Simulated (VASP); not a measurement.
# Lu (Pm-3m) in VASP: further runs

The runs below take Lu through single point, with RPBE.

Program: VASP 6.6.1. These are calculated values, not measurements. Logs are shortened: lines on timing, memory, paths and dates and some standing lists are left out, and cuts for length are marked.

**1. The structure**

It takes space group Pm-3m (No. 221, cubic). The conventional cell has a = 3.269 Å, b = 3.269 Å, c = 3.269 Å, α = 90.00°, β = 90.00°, γ = 90.00°. Lu (site symmetry m-3m) has 6 Lu at 3.27 Å as nearest neighbours.

This isn't the form of Lu at room conditions, which is hcp.

**2. Single point, RPBE**

INCAR reads:

```
SYSTEM = Lu
  PREC = Accurate
  ENCUT = 520
  EDIFF = 1E-6
  ISMEAR = -1
  SIGMA = 0.1
  LREAL = .FALSE.
  LASPH = .TRUE.
  NELM = 100
  ALGO = Normal
  ISIF = 2
  LWAVE = .FALSE.
  LCHARG = .FALSE.
  GGA = RP
  NBANDS = 18
```

KPOINTS reads:

```
Automatic mesh
0
G
  16 16 16
  0 0 0
```

POSCAR reads:

```
Lu
1.0
    3.2687482046      0.0000000000      0.0000000000
    0.0000000000      3.2687482046      0.0000000000
    0.0000000000      0.0000000000      3.2687482046
Lu
1
Direct
    0.0000000000      0.0000000000      0.0000000000
```

Potentials or basis: VASP PAW PBE potentials, release 64 (Lu).

On the command line:

```sh
$ cat potpaw_PBE.64/Lu/POTCAR > POTCAR
$ mpirun -np 1 vasp_std > vasp.out
```

OUTCAR:

```text
SYSTEM = Lu
   PREC = Accurate
   ENCUT = 520
   EDIFF = 1E-6
   ISMEAR = -1
   LREAL = .FALSE.
   LASPH = .TRUE.
   NELM = 100
   ISIF = 2
   GGA = RP

 ion  position               nearest neighbor table
   1  0.000  0.000  0.000-

  LATTYP: Found a simple cubic cell.
 ALAT       =     3.2687482046

  Lattice vectors:

 A1 = (   3.2687482046,   0.0000000000,   0.0000000000)
 A2 = (   0.0000000000,   3.2687482046,   0.0000000000)
 A3 = (   0.0000000000,   0.0000000000,   3.2687482046)

Analysis of symmetry for initial positions (statically):
=====================================================================
 Subroutine PRICEL returns:
 Original cell was already a primitive cell.

 Routine SETGRP: Setting up the symmetry group for a
 simple cubic supercell.

 Subroutine GETGRP returns: Found 48 space group operations
 (whereof 48 operations were pure point group operations)
 out of a pool of 48 trial point group operations.

The static configuration has the point symmetry O_h .

Analysis of symmetry for dynamics (positions and initial velocities):
=====================================================================
 Subroutine PRICEL returns:
 Original cell was already a primitive cell.

 Routine SETGRP: Setting up the symmetry group for a
 simple cubic supercell.

 Subroutine GETGRP returns: Found 48 space group operations
 (whereof 48 operations were pure point group operations)
 out of a pool of 48 trial point group operations.

The dynamic configuration has the point symmetry O_h .

 Subroutine INISYM returns: Found 48 space group operations
 (whereof 48 operations are pure point group operations),
 and found     1 'primitive' translations

----------------------------------------------------------------------------------------

                                     Primitive cell

  volume of cell :      34.9256

  direct lattice vectors                    reciprocal lattice vectors
     3.268748205  0.000000000  0.000000000     0.305927510  0.000000000  0.000000000
     0.000000000  3.268748205  0.000000000     0.000000000  0.305927510  0.000000000
     0.000000000  0.000000000  3.268748205     0.000000000  0.000000000  0.305927510

  length of vectors
     3.268748205  3.268748205  3.268748205     0.305927510  0.305927510  0.305927510

  position of ions in fractional coordinates (direct lattice)
     0.000000000  0.000000000  0.000000000

  ion indices of the primitive-cell ions
   primitive index   ion index
                 1           1

----------------------------------------------------------------------------------------

 KPOINTS: Automatic mesh

Automatic generation of k-mesh.
 Grid dimensions read from file:
 generate k-points for:   16   16   16

 Generating k-lattice:

  Cartesian coordinates                     Fractional coordinates (reciprocal lattice)
     0.019120469  0.000000000  0.000000000     0.062500000  0.000000000  0.000000000
     0.000000000  0.019120469  0.000000000     0.000000000  0.062500000  0.000000000
     0.000000000  0.000000000  0.019120469     0.000000000  0.000000000  0.062500000

  Length of vectors
     0.019120469  0.019120469  0.019120469

  Shift w.r.t. Gamma in fractional coordinates (k-lattice)
     0.000000000  0.000000000  0.000000000

 Subroutine IBZKPT returns following result:
 ===========================================

 Found    165 irreducible k-points:

 Following reciprocal coordinates:
            Coordinates               Weight
  0.000000  0.000000  0.000000      1.000000
  0.062500  0.000000  0.000000      6.000000
  0.125000  0.000000  0.000000      6.000000
  0.187500  0.000000  0.000000      6.000000
  0.250000  0.000000  0.000000      6.000000
  0.312500  0.000000  0.000000      6.000000
[... 16 lines left out ...]
  0.437500  0.125000  0.000000     24.000000
  0.500000  0.125000  0.000000     12.000000
 [... further k-points ...]
   k-points           NKPTS =    165   k-points in BZ     NKDIM =    165   number of bands    NBANDS=     18
   number of dos      NEDOS =    301   number of ions     NIONS =      1
   total plane-waves  NPLWV =  13824
   dimension x,y,z NGX =    24 NGY =   24 NGZ =   24
   dimension x,y,z NGXF=    48 NGYF=   48 NGZF=   48
   ions per type =               1
   NGX,Y,Z   is equivalent  to a cutoff of  12.21, 12.21, 12.21 a.u.
   NGXF,Y,Z  is equivalent  to a cutoff of  24.41, 24.41, 24.41 a.u.
 SYSTEM =  Lu
   PREC   = accura    normal or accurate (medium, high low for compatibility)
   ISTART =      0    job   : 0-new  1-cont  2-samecut
   ICHARG =      2    charge: 1-file 2-atom 10-const
   ISPIN  =      1    spin polarized calculation?
   LNONCOLLINEAR =      F non collinear calculations
   LSORBIT =      F    spin-orbit coupling
   LASPH  =      T    aspherical Exc in radial PAW
   ENCUT  =  520.0 eV  38.22 Ry    6.18 a.u.   6.08  6.08  6.08*2*pi/ulx,y,z
   NELM   =    100;   NELMIN=  2; NELMDL= -5     # of ELM steps
   EDIFF  = 0.1E-05   stopping-criterion for ELM
   LREAL  =      F    real-space projection
   EDIFFG = 0.1E-04   stopping-criterion for IOM
   NSW    =      0    number of steps for IOM
   IBRION =     -1    ionic relax: 0-MD 1-quasi-New 2-CG
   NFREE  =      0    steps in history (QN), initial steepest desc. (CG)
   ISIF   =      2    stress and relaxation
   ISYM   =      2    0-nonsym 1-usesym 2-fastsym
   POTIM  = 0.5000    time-step for ionic-motion
   TEBEG  =    0.0;   TEEND  =   0.0 temperature during run
   PSTRESS=    0.0 pullay stress
   NELECT =      25.0000    total number of electrons
   NUPDOWN=      -1.0000    fix difference up-down
   EMIN   =  10.00;   EMAX   =-10.00  energy-range for DOS
   EFERMI =   0.00;   METHOD = LEGACY
   ISMEAR =    -1;   SIGMA  =   0.10  broadening in eV -4-tet -1-fermi 0-gaus
   EFERMI_NEDOS =   21; number of points for ismear=-14 and -15
   IALGO  =     38    algorithm
   IMIX   =      4    mixing-type and parameters
     AMIX     =   0.40;   BMIX     =  1.00
     AMIX_MAG =   1.60;   BMIX_MAG =  1.00
  volume/ion in A,a.u.               =      34.93       235.69
  Fermi-wavevector in a.u.,A,eV,Ry     =   1.464446  2.767402 29.179083  2.144602
  Thomas-Fermi vector in A             =   2.580421
   LORBIT       =      0    0 simple, 1 ext, 2 COOP (PROOUT), +10 PAW based schemes
   GGA     = RP    functional components
   LHFCALC =     F    Hartree Fock is set to
   AEXX    =    0.0000 exact exchange contribution
   IVDW    =     0    specifies the selected vdW correction
   LEPSILON=     F    determine dielectric tensor
   LRPA    =     F    only Hartree local field effects (RPA)
 non-spin polarized calculation
  energy-cutoff  :      520.00
  volume of cell :       34.93
 maximum number of plane-waves:       968
   NGX = 13   NGY = 13   NGZ = 13

 number of electron      25.0000021 magnetization

 Free energy of the ion-electron system (eV)
  ---------------------------------------------------
  ext. energy  EPLUGINS =         0.00000000
  ---------------------------------------------------
  free energy    TOTEN  =        -3.37528238 eV

  energy without entropy =       -3.31109215  energy(sigma->0) =       -3.34318726

 E-fermi :   1.6312     XC(G=0):  -9.6541

 val. band max:        1.6293241503   @ k =   0.1875   0.0625   0.0625
 cond. band min:       1.6324844476   @ k =   0.3750   0.2500   0.1250
 fundamental gap:      0.0031602973
 Fermi energy:         1.6311501467

 k-point     1 :       0.0000    0.0000    0.0000
  band No.  band energies     occupation
      1     -55.2724      2.00000
      2     -25.7049      2.00000
      3     -25.7049      2.00000
      4     -25.7049      2.00000
      5      -3.9126      2.00000
      6      -3.9126      2.00000
[... 10 lines left out ...]
     17       7.3132      0.00000
     18      11.6455      0.00000

 k-point     2 :       0.0625    0.0000    0.0000
  band No.  band energies     occupation
      1     -55.2717      2.00000
      2     -25.7220      2.00000
      3     -25.7035      2.00000
      4     -25.7035      2.00000
      5      -3.9137      2.00000
      6      -3.9117      2.00000
[... 10 lines left out ...]
     17       7.3231      0.00000
     18      11.1793      0.00000

 k-point     3 :       0.1250    0.0000    0.0000
  band No.  band energies     occupation
      1     -55.2695      2.00000
      2     -25.7703      2.00000
      3     -25.6995      2.00000
      4     -25.6995      2.00000
      5      -3.9169      2.00000
      6      -3.9092      2.00000
[... 10 lines left out ...]
     17       7.3514      0.00000
     18      10.2717      0.00000

 k-point     4 :       0.1875    0.0000    0.0000
  band No.  band energies     occupation
      1     -55.2662      2.00000
      2     -25.8417      2.00000
      3     -25.6935      2.00000
      4     -25.6935      2.00000
      5      -3.9216      2.00000
      6      -3.9148      2.00000
[... 10 lines left out ...]
     17       7.3942      0.00000
     18       9.3985      0.00000

 k-point     5 :       0.2500    0.0000    0.0000
  band No.  band energies     occupation
      1     -55.2624      2.00000
      2     -25.9246      2.00000
      3     -25.6864      2.00000
      4     -25.6864      2.00000
      5      -3.9284      2.00000
      6      -3.9270      2.00000
[... 10 lines left out ...]
     17       7.4454      0.00000
     18       8.7738      0.00000

 k-point     6 :       0.3125    0.0000    0.0000
  band No.  band energies     occupation
      1     -55.2586      2.00000
      2     -26.0063      2.00000
      3     -25.6793      2.00000
      4     -25.6793      2.00000
      5      -3.9412      2.00000
      6      -3.9324      2.00000
[... 10 lines left out ...]
     17       7.4974      0.00000
     18       8.5261      0.00000

 k-point     7 :       0.3750    0.0000    0.0000
  band No.  band energies     occupation
      1     -55.2553      2.00000
      2     -26.0747      2.00000
      3     -25.6733      2.00000
      4     -25.6733      2.00000
      5      -3.9515      2.00000
      6      -3.9368      2.00000
[... 10 lines left out ...]
     17       7.5422      0.00000
     18       8.6656      0.00000

 k-point     8 :       0.4375    0.0000    0.0000
  band No.  band energies     occupation
      1     -55.2531      2.00000
      2     -26.1199      2.00000
      3     -25.6692      2.00000
      4     -25.6692      2.00000
      5      -3.9581      2.00000
      6      -3.9398      2.00000
[... 10 lines left out ...]
     17       7.5725      0.00000
     18       9.0066      0.00000
[... 229 lines left out ...]
     17       6.9211      0.00000
     18      10.0839      0.00000

 k-point    20 :       0.2500    0.1250    0.0000
  band No.  band energies     occupation
      1     -55.2595      2.00000
      2     -25.9180      2.00000
      3     -25.7503      2.00000
      4     -25.6811      2.00000
      5      -3.9274      2.00000
      6      -3.9214      2.00000
[... 10 lines left out ...]
     17       6.9686      0.00000
     18       9.3828      0.00000

 k-point    21 :       0.3125    0.1250    0.0000
  band No.  band energies     occupation
      1     -55.2557      2.00000
      2     -25.9993      2.00000
      3     -25.7427      2.00000
      4     -25.6740      2.00000
      5      -3.9390      2.00000
      6      -3.9275      2.00000
[... 10 lines left out ...]
     17       7.0287      0.00000
     18       8.9731      0.00000

 k-point    22 :       0.3750    0.1250    0.0000
  band No.  band energies     occupation
      1     -55.2524      2.00000
      2     -26.0672      2.00000
      3     -25.7363      2.00000
      4     -25.6680      2.00000
      5      -3.9490      2.00000
      6      -3.9320      2.00000
[... 10 lines left out ...]
     17       7.0831      0.00000
     18       8.9112      0.00000

 k-point    23 :       0.4375    0.1250    0.0000
  band No.  band energies     occupation
      1     -55.2503      2.00000
      2     -26.1121      2.00000
      3     -25.7320      2.00000
      4     -25.6640      2.00000
      5      -3.9555      2.00000
      6      -3.9349      2.00000
[... 10 lines left out ...]
     17       7.1206      0.00000
     18       9.0883      0.00000

 k-point    24 :       0.5000    0.1250    0.0000
  band No.  band energies     occupation
      1     -55.2495      2.00000
      2     -26.1278      2.00000
      3     -25.7304      2.00000
      4     -25.6626      2.00000
      5      -3.9578      2.00000
      6      -3.9359      2.00000
[... 10 lines left out ...]
     17       7.1339      0.00000
     18       9.2110      0.00000

 [... further k-points ...]

------------------------ aborting loop because EDIFF is reached ----------------------------------------

  FORCE on cell =-STRESS in cart. coord.  units (eV):
  Direction    XX          YY          ZZ          XY          YZ          ZX
  --------------------------------------------------------------------------------------
  -------------------------------------------------------------------------------------
  Total       -0.0004421     -0.0004421     -0.0004421      0.0000000      0.0000000     -0.0000000
  in kB       -0.0202820     -0.0202820     -0.0202820      0.0000000      0.0000000     -0.0000000
  external PRESSURE =      -0.0202820 kB  Pullay stress =       0.0000000 kB

 VOLUME and BASIS-vectors are now :
 -----------------------------------------------------------------------------
  energy-cutoff  :      520.00
  volume of cell :       34.93
      direct lattice vectors                 reciprocal lattice vectors
     3.268748205  0.000000000  0.000000000     0.305927510  0.000000000  0.000000000
     0.000000000  3.268748205  0.000000000     0.000000000  0.305927510  0.000000000
     0.000000000  0.000000000  3.268748205     0.000000000  0.000000000  0.305927510

 POSITION                                       TOTAL-FORCE (eV/Angst)
 -----------------------------------------------------------------------------------
      0.00000      0.00000      0.00000         0.000000      0.000000      0.000000
 -----------------------------------------------------------------------------------
    total drift:                               -0.000000     -0.000000     -0.000000

  FREE ENERGIE OF THE ION-ELECTRON SYSTEM (eV)
  ---------------------------------------------------
  free  energy   TOTEN  =        -3.3752823776 eV

  energy  without entropy=       -3.3110921469  energy(sigma->0) =       -3.34318726
```

Wall time 30 s (1 thread of AMD EPYC 9R45 (Zen 5), shared host); peak memory 0.19 GiB.

What came out:

```yaml
Free_energy: -3.3753 eV
Pressure: 0.0 GPa
Band_gap_on_the_k_mesh: none (metal or under the smearing width)
```

Caveat: the PAW data sets were made with another functional, which shifts forces and pressure a little. Spin-orbit coupling is left out, which matters for the levels of Lu.

[end of part 1 of 2]
